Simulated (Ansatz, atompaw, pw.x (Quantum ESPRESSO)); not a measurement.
## aluminium: one change to the PAW (atompaw) potential, in the atom and in the bcc crystal

| Quantity | Value |
| --- | --- |
| Element | Al |
| Generator | atompaw 4.2.0.5 |
| Type | PAW |
| Functional | PBE |
| Relativity | scalar-relativistic |
| Frozen core | [Ne] |
| Valence charge | 3 |
| Reference configuration | 3s1.5 3p1.5 |
| Partial waves | 3s (bound): rc 2.50 bohr; 3s channel at 0.25 Ry: rc 2.50 bohr; 3p (bound): rc 2.00 bohr; 3p channel at 1.65 Ry: rc 2.50 bohr; 3d channel at 0.2 Ry: rc 2.50 bohr; 3d channel at 1.15 Ry: rc 2.50 bohr |
| Local potential | troulliermartins scheme with l = 3 at 0.5 Ry, radius 2.05 bohr |
| Core correction | smooth core density matched at 1.80 bohr |
| Augmentation charge | besselshape compensation charge, radius 2.50 bohr; PAW radius 2.50 bohr; waves and projectors: custom polynom2 7 10 vanderbiltortho |

Change: local potential troulliermartins scheme with l = 3 at 0.5 Ry, radius 1.40 bohr.

Cutoffs, loose and tight: the cutoffs (Ry, on a coarse ladder) from which the occupation-weighted sum of valence levels, in a spherical-Bessel basis at the reference potential, stays within 10 and 1 mRy of its value at 400 Ry. They see the waves and projectors alone, not the compensation charge or the core.

Crystal test: bcc Al in pw.x 7.5, no spin, 14³ k-points, Fermi–Dirac smearing 0.01 Ry, cutoffs set for each file from its atomic test. The reference is all-electron LAPW (Ansatz 0.2.0) with the same functional, mesh and smearing; V0 and B0 come from Birch–Murnaghan fits to the pressures at five volumes. Errors are pseudo minus all-electron; Δ is the rms difference of the E(V) curves that follow from these fits, minima aligned, over ±6 % about the mean V0. Mesh and smearing are coarse, so the numbers serve the comparison and aren't converged zero-temperature values; the lattice is a test structure that the element need not adopt.

All-electron: a0 = 3.237 Å (V0 = 16.96 Å³/atom), B0 = 68.4 GPa.

Q: Does the change bring the crystal closer to the all-electron result?

A: The mean pressure error goes from -0.11 to -0.30 GPa, so the change moves the solid further from the all-electron pressures.

```tsv
quantity	base	changed
outcome (atom)	generated	generated
cutoff, loose (atom)	8 Ry	8 Ry
cutoff, tight (atom)	15 Ry	15 Ry
bound ghosts (atom)	none	none
cutoffs in pw.x (Ry)	40/400	40/400
a0 (Å)	3.235	3.233
a0 error (%)	-0.06	-0.15
B0 error (%)	+1.0	+1.7
Δ (meV/atom)	0.4	1.1
mean pressure error (GPa)	-0.11	-0.30
```

 The atomic cutoffs weigh occupied waves only.
